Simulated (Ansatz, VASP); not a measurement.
Mo: VASP beside Ansatz

Contents of INCAR:

```
ALGO = Fast
EDIFF = 1E-7
ENCUT = 520
GGA = PE
ISIF = 2
ISMEAR = 0
LASPH = T
LCHARG = F
LREAL = F
LWAVE = F
NBANDS = 13
NELM = 60
PREC = Accurate
SIGMA = 0.15
```

KPOINTS

```
k-points
0
Gamma
  22 22 22
```

Contents of POSCAR:

```
Mo
1.0
    0.0000000000      2.0489997670      1.7557879003
    2.0489997670      0.0000000000      1.7557879003
    2.0489997670      2.0489997670      0.0000000000
Mo
1
Direct
    0.0000000000      0.0000000000      0.0000000000
```

Input for Ansatz:

```yaml
crystal:
  lattice:
    - [0.0, 2.048999767, 1.7557879003]
    - [2.048999767, 0.0, 1.7557879003]
    - [2.048999767, 2.048999767, 0.0]
  atoms:
    - { symbol: Mo, position: [0.0, 0.0, 0.0] }
basis:
  ecutwfc: 420
kpoints:
  mp_grid: { grid: [22, 22, 22] }
hamiltonian:
  xc: pbe
scf:
  occupations: { method: gaussian, width: 0.15 }
output:
  forces: true
  stress: true
  eigenvalues: true
  write_density: true
  write_potential: true
  elf: true
  volumetric_format: npy
```

Alike in both runs: task single point; functional PBE; k mesh 22 × 22 × 22; occupations gaussian, width 0.15 eV; no spin polarisation.

|  | VASP | Ansatz |
| --- | --- | --- |
| version | VASP 6.6.1 | Ansatz 0.2.0 |
| potentials or method | VASP PAW PBE potentials, release 64 (Mo_sv) | scalar-relativistic, plane waves, PAW |
| plane-wave cutoff (eV) | 520 | 420 |
| valence electrons in the cell | 14 | 14 |

Ansatz gave:

* gap on the k mesh at the Fermi level (eV): none
* pressure (GPa): 23.8
* largest component of the traceless stress (GPa): 20.51

Question: Estimate VASP's values.

Answer: gap on the k mesh at the Fermi level (eV): none; pressure (GPa): 24.4; largest component of the traceless stress (GPa): 20.49.

A gap of «none» marks a metal or a gap that the smearing closes.

Caveats: so large a pressure means that the cell lies far from this level's equilibrium, or that cutoff or potentials fall short (VASP).
